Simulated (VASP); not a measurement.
## GaN in VASP 6.6.1, single-point calculation

INCAR

```
ENCUT = 520
LREAL = .FALSE.
GGA = PE
IBRION = -1
ISMEAR = 1
SIGMA = 0.2
LASPH = .TRUE.
LWAVE = .FALSE.
NELM = 120
NBANDS = 16
PREC = Accurate
ISIF = 2
EDIFF = 1E-7
LCHARG = .FALSE.
NSW = 0
```

KPOINTS

```
KPOINTS created by Atomic Simulation Environment
0
Gamma
10 10 10
0 0 0
```

POSCAR

```
Ga N
 1.0000000000000000
     0.0000000000000000    2.3784923295999998    2.2489526566000002
     2.3784923295999998    0.0000000000000000    2.2489526566000002
     2.3784923295999998    2.3784923295999998    0.0000000000000000
 Ga  N
   1   1
Cartesian
  0.0000000000000000  0.0000000000000000  0.0000000000000000
  1.1892461647999999  1.1892461647999999  1.1244763283000001
```

The recommended PBE PAW datasets give the neutral cell 18 valence electrons.

Command

```
mpirun -np 1 vasp_std
```

Task: How does this run end, and what does it give?

Result: It converged. Results: gap between bands v and c on the k mesh 0.89 eV; least direct gap on the k mesh 0.89 eV; pressure -11.3 GPa. Band v is the last that the valence electrons fill when counted band by band, and c is the next.

OSZICAR

```
N       E                     dE             d eps       ncg     rms          rms(c)
DAV:   1     0.874399885803E+02    0.87440E+02   -0.94236E+03  3512   0.197E+03
DAV:   2    -0.713957097794E+01   -0.94580E+02   -0.88437E+02  3712   0.335E+02
DAV:   3    -0.138270529748E+02   -0.66875E+01   -0.66551E+01  3800   0.737E+01
DAV:   4    -0.139107754845E+02   -0.83723E-01   -0.83689E-01  4144   0.905E+00
DAV:   5    -0.139118983182E+02   -0.11228E-02   -0.11228E-02  3912   0.918E-01    0.737E+00
DAV:   6    -0.120798480543E+02    0.18321E+01   -0.50689E+00  4920   0.368E+01    0.274E+00
DAV:   7    -0.120723937564E+02    0.74543E-02   -0.28276E-01  3544   0.705E+00    0.174E+00
DAV:   8    -0.120691045260E+02    0.32892E-02   -0.84819E-02  3560   0.311E+00    0.977E-01
DAV:   9    -0.120634190264E+02    0.56855E-02   -0.12643E-02  4552   0.215E+00    0.330E-01
DAV:  10    -0.120638674322E+02   -0.44841E-03   -0.14631E-03  3624   0.351E-01    0.210E-01
DAV:  11    -0.120638022511E+02    0.65181E-04   -0.20741E-04  4528   0.279E-01    0.458E-02
DAV:  12    -0.120638055771E+02   -0.33260E-05   -0.23996E-05  3704   0.456E-02    0.229E-02
DAV:  13    -0.120638048598E+02    0.71725E-06   -0.23455E-06  5096   0.192E-02    0.784E-03
DAV:  14    -0.120638051528E+02   -0.29296E-06   -0.39751E-07  3592   0.522E-03    0.177E-03
DAV:  15    -0.120638051144E+02    0.38407E-07   -0.22215E-08  1928   0.131E-03
   1 F= -.12063805E+02 E0= -.12064056E+02  d E =0.751419E-03
```

For comparison, a separate PBE run of the intended cell, on usual settings and not on those above, gives a gap of 0.88 eV on its mesh and a pressure of -11.3 GPa.
